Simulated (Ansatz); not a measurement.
Input and output of a field-response calculation (clamped ions) on ZrSe₂ in the CdI2-type structure (the PAW code Ansatz, r2SCAN). Cell and atoms come from a relaxation with r2SCAN+rVV10.

```yaml
crystal:
  lattice:
    - [3.7881123247, 0.0, 0.0]
    - [-1.8940561623, 3.2806015056, 0.0]
    - [0.0, 0.0, 6.1800627135]
  atoms:
    - { symbol: Zr, position: [0.0, 0.0, 0.0] }
    - { symbol: Se, position: [0.3333333333, 0.6666666667, 0.2538098215] }
    - { symbol: Se, position: [0.6666666667, 0.3333333333, 0.7461901785] }
kpoints:
  mp_grid: { grid: [6, 6, 4] }
hamiltonian:
  xc: r2scan
scf:
  occupations: { method: fixed }
dielectric: {}
```

In the abridged output below, numbers in square brackets stand for lines, or ends of lines, that were taken out.
```
Pseudopotential: Zr, paw, valence charge 12, recommended cutoff 500 eV (meta_gga)
Pseudopotential: Se, paw, valence charge 16, recommended cutoff 500 eV (meta_gga)
Functional definition: r2SCAN
Crystal: 3 atoms, lattice volume = 76.801 Å³
[1]
Bands: 27, of which v1, the nominal top of the filled ones, is band 22 counted from 1 (21 counted from 0)
[2]
preconditioner: auto → Resta (q_TF=auto, 2.486 Å⁻¹)  ε∞=4.9  [insulator: Δε(μ)=0.824 eV  ℏωp=16.9 eV]
SCF 1 converged in 9 iterations: F = -15155.994410 eV  dr2 = 3.60e-11
SCF 1 converged in 5 iterations: F = -15155.999319 eV  dr2 = 4.01e-8
WARN: field response: inside a basis, on 10×10×6 points, memory doesn't hold the 14×14×8 that were asked: take ε∞, Z* and everything formed from them with what they may err, as stated (eps_inf_uncertainty, zstar_uncertainty_e), and compare with field_mesh […]
SCF converged after 9 iterations
Free energy (F): -15155.994410 eV
Fermi energy:    8.599059 eV
--- Dielectric response (ions clamped): 3 representative field directions + reference, inside a basis on a mesh of 600 k-points ---
  ε∞ (high-frequency dielectric tensor):
       12.703263     0.000000     0.000000
        0.000000    12.703263     0.000000
        0.000000     0.000000     6.516428
  Born effective charges Z* (e; rows j = field, columns β = displacement):
    site 0:
[3]
    site 1:
[4]
    site 2:
[5]
  ε∞ is read to err by 2.3e-1, Z* by 1.4e-1 e
```

Question: What stood in the gaps? They hold the Born charges, the symmetry found, cutoff and plane waves at Γ.

Answer:
```
[1]
Basis set: ecut = 500 eV, 1943 PW (Γ)
[2]
Symmetry: 12 space group operations
[3]
         7.08486    0.00000    0.00000
         0.00000    7.08486    0.00000
         0.00000    0.00000    1.93379
[4]
        -3.54243    0.00000    0.00000
         0.00000   -3.54243    0.00000
         0.00000    0.00000   -0.96690
[5]
        -3.54243    0.00000    0.00000
         0.00000   -3.54243    0.00000
         0.00000    0.00000   -0.96690
```

The electronic dielectric tensor ε∞ is 12.7 along x and y, 6.5 along z. Born charges, averaged over directions: Zr +5.37, Se -2.68 e. The program warns that the response isn't settled on this k mesh.

Run as `ansatz run input.yaml --threads 2 --pin off --max-ram 2211MiB --backend cpu --events-out ev --progress --plain --runs-dir out`.

The values are computed, spin-unpolarised, and not measurements.

Spin-orbit coupling is left out.
